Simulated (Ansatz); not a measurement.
# 2H-MoS2 bilayer (2H stacking) in a perpendicular field, part 2 of 2

What dipole does a perpendicular field induce in the 2H-MoS2 bilayer (2H stacking), and does the gap follow? A positive field points along +c.

Ansatz 0.2.0; plane-wave DFT, PBE-D3(BJ), Ansatz PAW.

So far. Step 2 (Relaxation): The lattice constant a goes from 3.180 to 3.152 Å.

### 3. Atoms held, field 0, start network

A sawtooth potential applies the field, turning back in the middle of the vacuum. With the dipole correction the typed value is the field outside the slab. The induced dipole is small, so the SCF threshold is tight.

The cell differs from the one that the last finished run ended in (c 50.025 → 27.195 Å).

Input file input.yaml:

```yaml
crystal:
  lattice:
    - [3.1517751255, 0.0, 0.0]
    - [-1.5758875628, 2.7295173257, 0.0]
    - [0.0, 0.0, 27.1948081362]
  atoms:
    - { symbol: S, position: [0.3333333333, 0.6666666667, 0.3309455229] }
    - { symbol: Mo, position: [0.0, 0.0, 0.3885878768] }
    - { symbol: S, position: [0.3333333333, 0.6666666667, 0.4461741025] }
    - { symbol: S, position: [0.0, 0.0, 0.5538258975] }
    - { symbol: Mo, position: [0.3333333333, 0.6666666667, 0.6114121232] }
    - { symbol: S, position: [0.0, 0.0, 0.6690544771] }
kpoints:
  mp_grid: { grid: [18, 18, 1] }
  band_path:
    path: [[0, 0, 0], [0.5, 0, 0], [0.33333333, 0.33333333, 0], [0, 0, 0]]
    npoints: 16
hamiltonian:
  xc: pbe
  dispersion: d3bj
scf:
  occupations: { method: fermi_dirac, width: 0.02585 }
  convergence: { dr2_threshold: 1.0e-10 }
efield:
  axis: 3
  dipole_correction: true
  ramp_position: 0.97
  ramp_width: 0.06
  amplitude: 0
output:
  dos: { projected: true, e_range: [-6, 5] }
  write_potential: true
  write_density: true
  volumetric_format: npy
  elf: true
```

Run with:

```console
$ ansatz run input.yaml --threads 2 --pin off --max-ram 3072MiB --backend cpu --events-out ev --progress --plain --runs-dir out
```

Numbers of over 12 decimals in the logs are rounded to 6 here.

Output:

```text
[...]
Crystal: 6 atoms, lattice volume = 233.952 Å³
Basis set: ecut = 420 eV, 4531 PW (Γ)
Bands: 32, of which v1, the nominal top of the filled ones, is band 26 counted from 1 (25 counted from 0)
Symmetry: 6 space group operations
k-points: 37 of 324 (time reversal used)
[...]
SCF iter   1: F=—  HF=-13527.794292 eV  |F-HF|=—  |Δ(HF+E_count)|=         —  Δρ=4.03e-3  dr2=8.53e-2  ethr=1.77e-3  p=0.000 e·Å  D=1.50e-13 V/Å  ΔV_dip=-0.00 eV  dr2_dipole=1.28e-7  V_vac-E_F(+/−)=4.84/4.84 eV  ⟨swp⟩=10.2  Hψ=6659  notcnv=0
efield: sawtooth ramp at fractional position 0.9700 (set: `efield.ramp_position`, or a place that a band, a saddle search or an elastic batch's reference lends), width 0.0600; the density the first Hamiltonian is built on has a dipole p = 0.000 e·Å; the dipole correction subtracts the counter field D = 1.50e-13 V/Å, which shifts the + side's vacuum level by -0.00 eV against the − side's; the planar-averaged density in the ramp window peaks in size at 2.3e-5 e/Å³
[...]
SCF iter   2: F=—  HF=-13527.798835 eV  |F-HF|=—  |Δ(HF+E_count)|=   4.54e-3  Δρ=2.45e-3  dr2=2.93e-2  ethr=1.64e-4  p=-0.000 e·Å  D=-5.04e-5 V/Å  ΔV_dip=0.00 eV  dr2_dipole=1.85e-7  V_vac-E_F(+/−)=4.97/4.97 eV  ⟨swp⟩=3.2  Hψ=2064  notcnv=0  defer=49
[...]
SCF iter  12: F=-13527.801662 eV  HF=-13527.801662 eV  |F-HF|=1.82e-12  |Δ(HF+E_count)|=  9.09e-12  Δρ=4.73e-8  dr2=2.81e-11  ethr=1.00e-12  p=-0.000 e·Å  D=-2.04e-7 V/Å  ΔV_dip=0.00 eV  dr2_dipole=4.63e-12  V_vac-E_F(+/−)=4.84/4.84 eV  ⟨swp⟩=8.5  Hψ=3155  notcnv=0
SCF 1 converged in 12 iterations: F = -13527.801662 eV  dr2 = 2.81e-11
[...]
NSCF: frozen V_eff on 49 k-points
efield: sawtooth ramp at fractional position 0.9700 (kept from the solve that this one continues, or follows in the run), width 0.0600; the density the first Hamiltonian is built on has a dipole p = -0.000 e·Å; the dipole correction subtracts the counter field D = -2.04e-7 V/Å, which shifts the + side's vacuum level by +0.00 eV against the − side's; the planar-averaged density in the ramp window peaks in size at 2.9e-6 e/Å³
WARN: The output density's exchange-correlation potential varies sharply where the density is thin. Do not read a vacuum level from v_tot or v_xc, or from such a field of the output density. On a cell that repeats whose density bears no net charge and no dipole along the vacuum's axis use v_es (v_loc + v_h of the components); under efield.dipole_correction with no amplitude use v_es + v_field, which holds any externa [...]
SCF converged after 12 iterations
Free energy (F): -13527.801662 eV
[...]
Internal energy: -13527.801662 eV  (E = F + TS)
E sigma→0 (E₀):  -13527.801662 eV
Fermi energy:    2.552500 eV
Dipole field:    D = 0.000002 V/Å  (p = 0.000003 e·Å, saw-weighted, corrected)
Work function:   Φ+ = 4.8422 eV   Φ− = 4.8422 eV
Levels:          The Fermi level and band energies are counted from a zero that moves with the ramp; work functions are not
[...]
--- Band table (eV; the first three rows and the last of 37) ---
  k-point 0: bands = [... 22 lower, 0.0326, 0.1873, 1.2072, 1.9702, 4.2905, 4.2905, 4.3141, 4.3141, ... 2 higher]
  k-point 1: bands = [... 22 lower, 0.1040, 0.4358, 1.2031, 1.9050, 4.2348, 4.2441, 4.3530, 4.3932, ... 2 higher]
  k-point 2: bands = [... 22 lower, 0.2001, 0.6124, 1.1692, 1.6904, 4.0776, 4.1103, 4.1149, 4.2565, ... 2 higher]
  k-point 36: bands = [... 22 lower, -0.6756, -0.6756, 1.4126, 1.5124, 3.2551, 3.2551, 4.1844, 4.7738, ... 2 higher]
```

It took 52 s on 2 threads of Intel Xeon at 2.50GHz (Skylake/Cascade Lake), shared host; peak memory 0.63 GiB.

The column dr2 measures how far the density is from self-consistency, as an energy; F and HF (Harris–Foulkes) agree once it is small.

This step gave:

* gap on the k-mesh: 1.211 eV
* dipole along the normal: 3.20e-6 e·Å
* gap along the path: 1.211 eV
* smallest direct gap along the path: 1.743 eV
* ionisation energy, upper face: 5.424 eV
* electron affinity, upper face: 4.213 eV
* gap, the smaller of path and mesh: 1.211 eV

Running mean over a fixed 2.7 Å (it still follows the layers) of the planar mean; the ramp of the sawtooth is left out. The electron's electrostatic potential energy less the Fermi level by z:

```tsv
z (Å)	electron's electrostatic potential energy less the Fermi level (eV)
3.5	4.84
4.0	4.84
4.5	4.84
5.0	4.84
5.5	4.83
6.0	4.81
6.5	4.68
7.0	4.04
7.5	2.07
8.0	-0.470
8.5	-2.81
9.0	-6.15
9.5	-10.3
10.0	-12.0
10.5	-11.9
11.0	-12.0
11.5	-11.1
12.0	-7.33
12.5	-3.68
13.0	-1.79
13.5	-1.08
14.0	-1.36
14.5	-2.79
15.0	-5.72
15.5	-9.83
16.0	-12.0
16.5	-11.9
17.0	-12.0
17.5	-11.3
18.0	-7.81
18.5	-3.90
19.0	-1.41
19.5	1.09
20.0	3.43
20.5	4.54
21.0	4.78
21.5	4.83
22.0	4.84
22.5	4.84
23.0	4.84
23.5	4.84
24.0	4.84
```

The density of states has structure finer than the step of the table below, so its rows give means over 0.2 eV, whole bins alone (the curve runs from -6 to 1.53 eV). Peaks (eV: height): -4.98: 10.1, -4.76: 14.0, -4.18: 26.0, -3.11: 17.0, -2.91: 11.3, 1.20: 11.6, 1.28: 14.1.

The density of states by energy, zero at the Fermi level of the run, which the smearing sets inside the gap; means over each step:

energy (eV), density of states (states/eV a cell) and a bar:
```
     -5.8        2.3 #######
     -5.6        1.6 #####
     -5.4        2.4 #######
     -5.2        4.5 ##############
     -5.0        6.9 #####################
     -4.8        7.3 ######################
     -4.6        4.0 ############
     -4.4        5.3 ################
     -4.2        9.9 ##############################
     -4.0        5.0 ###############
     -3.8        3.3 ##########
     -3.6        3.3 ##########
     -3.4        3.4 ##########
     -3.2        4.9 ###############
     -3.0        9.2 ############################
     -2.8        6.7 ####################
     -2.6        4.6 ##############
     -2.4        5.1 ###############
     -2.2        3.5 ###########
     -2.0        4.6 ##############
     -1.8        6.7 ####################
     -1.6        4.8 ###############
     -1.4        3.5 ###########
     -1.2        1.4 ####
     -1.0        0.4 #
     -0.8        0.3 #
     -0.6        0.2 
     -0.4        0.0 
     -0.2        0.0 
      0.0        0.0 
      0.2        0.0 
      0.4        0.0 
      0.6        0.5 #
      0.8        2.9 #########
      1.0        4.6 ##############
      1.2        9.2 ############################
      1.4        7.6 #######################
```

Projected DOS per atom over height of the atomic layer and energy from the Fermi level. Layers: S Mo S S Mo S from below.

Values in states/eV, 22 rows by 6 columns, each cell a mean:
```
0.91 2.86 0.66 0.66 2.86 0.91
0.42 1.80 0.41 0.41 1.80 0.42
0.12 0.51 0.17 0.17 0.51 0.12
0.00 0.00 0.00 0.00 0.00 0.00
0.00 0.00 0.00 0.00 0.00 0.00
0.00 0.00 0.00 0.00 0.00 0.00
0.01 0.06 0.05 0.05 0.06 0.01
0.02 0.19 0.08 0.08 0.19 0.02
0.24 1.06 0.23 0.23 1.06 0.24
0.50 1.79 0.49 0.49 1.79 0.50
0.75 0.87 0.61 0.61 0.87 0.75
0.98 0.40 0.99 0.99 0.40 0.98
1.16 0.69 1.09 1.09 0.69 1.16
1.15 1.07 1.16 1.16 1.07 1.15
0.47 0.75 0.50 0.50 0.75 0.47
0.49 0.67 0.51 0.51 0.67 0.49
1.11 1.32 1.15 1.15 1.32 1.11
0.88 0.82 0.69 0.69 0.82 0.88
1.16 1.04 1.04 1.04 1.04 1.16
0.83 0.75 0.87 0.87 0.75 0.83
0.33 0.28 0.33 0.33 0.28 0.33
0.62 0.54 0.54 0.54 0.54 0.62
```
Columns: height of the atomic layer (Å) from 9 to 18.2 (not evenly spaced); rows upwards: energy from the Fermi level (eV) from -5.96 to 1.51.

The electronic bands at the labelled points (eV, zero at the Fermi level of the run, which the smearing sets inside the gap):

```tsv
point	band 23	band 24	band 25	band 26	band 27	band 28	band 29	band 30
Γ	-2.52	-2.37	-1.35	-0.58	1.74	1.74	1.76	1.76
halfway	-2.61	-2.25	-1.88	-1.80	0.94	1.26	1.34	1.39
M	-2.06	-1.93	-1.78	-1.71	1.26	1.29	1.70	1.86
halfway	-3.15	-2.88	-1.44	-1.34	1.12	1.19	1.96	2.08
K	-3.23	-3.23	-1.14	-1.04	0.70	0.70	1.63	2.22
halfway	-2.18	-2.09	-1.89	-1.88	0.63	1.05	1.39	1.54
Γ	-2.52	-2.37	-1.35	-0.58	1.74	1.74	1.76	1.76
```

Valence density in the ca plane at fractional y = 0.667, with atoms of S and Mo within 0.2 Å of it. It is the smooth field of the valence electrons, not physical close to the nuclei.

Ten steps, logarithmic in the rise over the least value, from '0' (0.0 e/Å³) to '9' (6.4 e/Å³), each cell a mean:
```
00000000000000000012333455433321112344443334
00000000000000000012233455433221112344443334
00000000000000000124444444444432111334444544
00000000000000001245665433456654211223457886
00000000000000001356556433465565311122479997
00000000000000001356456433465465311122479998
00000000000000001345665433456654211123458986
00000000000000000134444444445443111234445554
```
Columns run along c (16.0 Å, from fractional 0.07 to 0.65 of the cell), rows up along a (3.2 Å). Atoms in or near the plane, at fractional coordinates: S at (0.33, 0.33), S at (0.45, 0.33), Mo at (0.61, 0.33).

Electrostatic potential energy in the ca plane at fractional y = 0.667, with atoms of S and Mo within 0.2 Å of it. With pseudopotentials it is smooth inside the atoms' cores, unlike the true potential.

Ten even steps from '0' (-44 eV) to '9' (7 eV), each cell a mean:
```
99999999999999999999998655789999999877888888
99999999999999999999998655789999999877888888
99999999999999999998888777788889999988887667
99999999999999999974236888863258999999851014
99999999999999999952214888732226999999720001
99999999999999999952313888732326999999720001
99999999999999999973226888852247999999851004
99999999999999999998778777887789999988876567
```
Columns run along c (16.0 Å, from fractional 0.07 to 0.65 of the cell; values clipped at the 3rd and 97th percentile), rows up along a (3.2 Å). Atoms in or near the plane, at fractional coordinates: S at (0.33, 0.33), S at (0.45, 0.33), Mo at (0.61, 0.33).

ELF in the ca plane at fractional y = 0.667, with atoms of S and Mo within 0.2 Å of it. It is the smooth field of the valence electrons, not physical close to the nuclei.

Ten even steps from '0' (0.00) to '9' (0.94), each cell a mean:
```
00000000000000000012332233123321015788753224
00000000000000000012221133112210015788753235
00000000000000012467775222257775102577632222
00000000000000147899888422588899600234335763
00000000000001368997237522673289820012257576
00000000000001368997137622672179820012257566
00000000000000147999788522587799610134336774
00000000000000013578875222368876202566532322
```
Columns run along c (16.0 Å, from fractional 0.07 to 0.65 of the cell), rows up along a (3.2 Å). Atoms in or near the plane, at fractional coordinates: S at (0.33, 0.33), S at (0.45, 0.33), Mo at (0.61, 0.33).

The gap is 1.21 eV, with the valence edge 5.42 eV and the conduction edge 4.21 eV under the upper vacuum level.

### 4. Single point, field 0.1 V/Å

Edit input.yaml of step 3 so:

```diff
@@ -26,7 +26,6 @@
   dipole_correction: true
-  ramp_position: 0.97
-  ramp_width: 0.06
-  amplitude: 0
+  ramp_position: 0.954
+  ramp_width: 0.0919
+  amplitude: 0.1
 output:
-  dos: { projected: true, e_range: [-6, 5] }
   write_potential: true
@@ -34,2 +33 @@
   volumetric_format: npy
-  elf: true
```

Output:

```text
[...]
Crystal: 6 atoms, lattice volume = 233.952 Å³
Basis set: ecut = 420 eV, 4531 PW (Γ)
Bands: 32, of which v1, the nominal top of the filled ones, is band 26 counted from 1 (25 counted from 0)
Symmetry: 6 space group operations
k-points: 37 of 324 (time reversal used)
[...]
k-point 0: bands = [... 22 lower, 0.0635, 0.1875, 1.2061, 1.9719, 4.2585, 4.2585, 4.3438, 4.3438, ... 2 higher]
  k-point 1: bands = [... 22 lower, 0.1017, 0.4382, 1.2022, 1.9068, 4.1954, 4.2816, 4.3338, 4.3694, ... 2 higher]
  k-point 2: bands = [... 22 lower, 0.1966, 0.6138, 1.1684, 1.6927, 4.0497, 4.0854, 4.1586, 4.2544, ... 2 higher]
  k-point 36: bands = [... 22 lower, -0.7101, -0.6397, 1.3963, 1.5283, 3.2117, 3.2981, 4.1810, 4.7768, ... 2 higher]
[key lines of the parts left out:]
SCF converged after 14 iterations
Free energy (F): -13527.804114 eV
Fermi energy:    2.550818 eV
Dipole field:    D = 0.037938 V/Å  (p = 0.049050 e·Å, saw-weighted, corrected)
```

Elapsed: 54 s, on 2 threads; peak memory 0.61 GiB; 1.7 min of CPU time.

The dipole is 0.0490 e·Å, and the gap 1.205 eV.

### 5. Atoms held, field -0.1 V/Å

Edit input.yaml of step 4 so:

```diff
@@ -28,3 +28,3 @@
   ramp_width: 0.0919
-  amplitude: 0.1
+  amplitude: -0.1
 output:
```

Output:

```text
[...]
Crystal: 6 atoms, lattice volume = 233.952 Å³
Basis set: ecut = 420 eV, 4531 PW (Γ)
Bands: 32, of which v1, the nominal top of the filled ones, is band 26 counted from 1 (25 counted from 0)
Symmetry: 6 space group operations
k-points: 37 of 324 (time reversal used)
[...]
k-point 0: bands = [... 22 lower, 0.0633, 0.1873, 1.2060, 1.9718, 4.2584, 4.2584, 4.3437, 4.3437, ... 2 higher]
  k-point 1: bands = [... 22 lower, 0.1015, 0.4380, 1.2021, 1.9066, 4.1953, 4.2814, 4.3337, 4.3692, ... 2 higher]
  k-point 2: bands = [... 22 lower, 0.1965, 0.6136, 1.1682, 1.6926, 4.0495, 4.0853, 4.1584, 4.2543, ... 2 higher]
  k-point 36: bands = [... 22 lower, -0.7102, -0.6398, 1.3961, 1.5281, 3.2115, 3.2979, 4.1808, 4.7766, ... 2 higher]
[key lines of the parts left out:]
SCF converged after 15 iterations
Free energy (F): -13527.804114 eV
Fermi energy:    2.550650 eV
Dipole field:    D = -0.037936 V/Å  (p = -0.049048 e·Å, saw-weighted, corrected)
```

It took 54 s on 2 threads; peak memory 0.62 GiB.

The dipole is -0.0490 e·Å, and the gap 1.205 eV.

### 6. Single point, field 0.2 V/Å

Edit input.yaml of step 5 so:

```diff
@@ -28,3 +28,3 @@
   ramp_width: 0.0919
-  amplitude: -0.1
+  amplitude: 0.2
 output:
```

Output:

```text
[...]
Crystal: 6 atoms, lattice volume = 233.952 Å³
Basis set: ecut = 420 eV, 4531 PW (Γ)
Bands: 32, of which v1, the nominal top of the filled ones, is band 26 counted from 1 (25 counted from 0)
Symmetry: 6 space group operations
k-points: 37 of 324 (time reversal used)
[...]
k-point 0: bands = [... 22 lower, 0.1048, 0.1879, 1.2029, 1.9768, 4.2158, 4.2158, 4.3757, 4.3757, ... 2 higher]
  k-point 1: bands = [... 22 lower, 0.0949, 0.4449, 1.1996, 1.9120, 4.1506, 4.2967, 4.3098, 4.3424, ... 2 higher]
  k-point 2: bands = [... 22 lower, 0.1864, 0.6177, 1.1658, 1.6995, 4.0006, 4.0618, 4.2069, 4.2247, ... 2 higher]
  k-point 36: bands = [... 22 lower, -0.7428, -0.6029, 1.3616, 1.5611, 3.1677, 3.3403, 4.1706, 4.7852, ... 2 higher]
[key lines of the parts left out:]
SCF converged after 15 iterations
Free energy (F): -13527.811472 eV
Fermi energy:    2.545443 eV
Dipole field:    D = 0.075882 V/Å  (p = 0.098109 e·Å, saw-weighted, corrected)
```

Wall time 54 s (2 threads); peak memory 0.62 GiB.

The dipole is 0.0981 e·Å, and the gap 1.188 eV.

### 7. Single point, field 0.3 V/Å

Edit input.yaml of step 6 so:

```diff
@@ -26,5 +26,5 @@
   dipole_correction: true
-  ramp_position: 0.954
-  ramp_width: 0.0919
-  amplitude: 0.2
+  ramp_position: 0.9514
+  ramp_width: 0.0972
+  amplitude: 0.3
 output:
```

Output:

```text
[...]
Crystal: 6 atoms, lattice volume = 233.952 Å³
Basis set: ecut = 420 eV, 4531 PW (Γ)
Bands: 32, of which v1, the nominal top of the filled ones, is band 26 counted from 1 (25 counted from 0)
Symmetry: 6 space group operations
k-points: 37 of 324 (time reversal used)
[...]
k-point 0: bands = [... 22 lower, 0.1458, 0.1880, 1.1975, 1.9844, 4.1713, 4.1713, 4.3775, 4.3775, ... 2 higher]
  k-point 1: bands = [... 22 lower, 0.0845, 0.4548, 1.1951, 1.9200, 4.1045, 4.2541, 4.2788, 4.3332, ... 2 higher]
  k-point 2: bands = [... 22 lower, 0.1698, 0.6228, 1.1616, 1.7102, 3.9486, 4.0317, 4.1868, 4.2546, ... 2 higher]
  k-point 36: bands = [... 22 lower, -0.7734, -0.5659, 1.3209, 1.5982, 3.1229, 3.3816, 4.1537, 4.7982, ... 2 higher]
[key lines of the parts left out:]
SCF converged after 15 iterations
Free energy (F): -13527.823737 eV
Fermi energy:    2.536136 eV
Dipole field:    D = 0.113855 V/Å  (p = 0.147203 e·Å, saw-weighted, corrected)
```

Wall time 52 s (2 threads); peak memory 0.63 GiB.

The dipole is 0.147 e·Å, and the gap 1.139 eV.

### 8. Response, atoms held

This step: plane-wave DFT, PBE-D3(BJ), Ansatz PAW; response to a field along the normal, atoms held (Ansatz 0.2.0).

The dipoles give the slope, and the difference of two potentials shows where the field is screened.

Numbers from this step:

```
equivalent conductor thickness p/(ε₀AE) : 10.32 Å
distance between the outer atoms        : 9.195 Å
```

Table of dipole of the cell by applied field:

```tsv
applied field (V/Å)	dipole of the cell (e·Å)
-0.100	-0.0490
0.000	3.2e-6
0.100	0.0490
0.200	0.0981
0.300	0.147
```

Local field over the applied field, running mean. From the potentials at -0.1 and 0.1 V/Å; running mean over 2.8 Å. Table of local field over applied field by z:

z (Å), local field over applied field and a bar:
```
      4.5      0.999 ##############################
      5.0      0.996 ##############################
      5.5      0.988 ##############################
      6.0      0.965 #############################
      6.5      0.910 ###########################
      7.0      0.802 ########################
      7.5      0.655 ###################
      8.0      0.493 ##############
      8.5      0.331 #########
      9.0      0.194 #####
      9.5      0.100 ##
     10.0      0.056 #
     10.5      0.038 
     11.0      0.046 
     11.5      0.073 #
     12.0      0.124 ###
     12.5      0.190 #####
     13.0      0.240 ######
     13.5      0.260 #######
     14.0      0.252 #######
     14.5      0.213 #####
     15.0      0.149 ###
     15.5      0.090 ##
     16.0      0.054 
     16.5      0.038 
     17.0      0.046 
     17.5      0.078 #
     18.0      0.151 ####
     18.5      0.274 #######
     19.0      0.429 ############
     19.5      0.593 #################
     20.0      0.747 ######################
     20.5      0.874 ##########################
     21.0      0.949 ############################
     21.5      0.981 #############################
     22.0      0.994 ##############################
     22.5      0.998 ##############################
     23.0      0.999 ##############################
```

Electrons, planar mean, per unit field. Table of induced electron density by z:

```tsv
z (Å)	induced electron density (e/Å³ per V/Å)
4.5	4.3e-6
5.0	1.4e-5
5.5	4.3e-5
6.0	1.3e-4
6.5	3.7e-4
7.0	1.0e-3
7.5	0.00232
8.0	0.00361
8.5	0.00204
9.0	9.7e-4
9.5	3.7e-4
10.0	-4.5e-4
10.5	7.2e-5
11.0	2.3e-4
11.5	4.9e-5
12.0	-8.2e-4
12.5	-0.00110
13.0	-0.00207
13.5	-4.7e-4
14.0	0.00171
14.5	0.00167
15.0	7.6e-4
15.5	4.2e-4
16.0	-3.4e-4
16.5	-2.0e-4
17.0	3.0e-4
17.5	1.9e-4
18.0	-0.00105
18.5	-0.00119
19.0	-0.00342
19.5	-0.00297
20.0	-0.00142
20.5	-5.5e-4
21.0	-2.0e-4
21.5	-6.7e-5
22.0	-2.2e-5
22.5	-6.8e-6
23.0	-2.1e-6
```

The smaller of the gaps on the path and on the k-mesh, counted as 0 under 0.03 eV. The gap by applied field:

```tsv
applied field (V/Å)	gap (eV)
-0.100	1.21
0.000	1.21
0.100	1.21
0.200	1.19
0.300	1.14
```

By hand: between -0.1 and 0.1 V/Å the dipole changes by 0.09810 e·Å, a slope of 0.4905 e·Å²/V. A perfect conductor of thickness t has p = ε₀AEt, so t = 180.95 × 0.4905 / 8.603 = 10.32 Å (e/ε₀ = 180.95 V·Å, A in Å²).

The induced dipole is that of a conductor 10.32 Å thick.

### 9. Results

```yaml
gap_without_field: 1.21 eV
ionisation_energy_upper_face: 5.42 eV
electron_affinity_upper_face: 4.21 eV
equivalent_conductor_thickness_atoms_held: 10.3 Å
```

The induced dipole equals that of a perfect conductor 10.32 Å thick, while the outer atoms lie 9.19 Å apart; an out-of-plane ε follows only once a thickness t is chosen, by 1 − 1/ε = 10.32 Å / t. The gap goes from 1.21 eV to 1.14 eV at 0.3 V/Å. Semilocal functionals give gaps that are too small, and excitons are not included. Spin-orbit coupling is left out, which matters for the bands of elements this heavy.

[Logs are printed without paths, hosts, clocks, repeated set-up lines and the standing remarks that a program may print on its own settings, such as how far it seeks lower states.]

[Hosts, paths, dates, database ids (printed as entryN), source tags and the programs' standing remarks are cut or masked in the printed files.]

[Maps of the electrostatic potential energy from Ansatz leave out the sawtooth potential of an applied field or a dipole correction, so their vacuum need not be flat; planar profiles and work functions include it.]

[The density of states shown here was stored with 400 of the rows of the run's finer table, so its peaks can read low, often by over a quarter, or be missed, and its means over a window can be off by a tenth or more.]
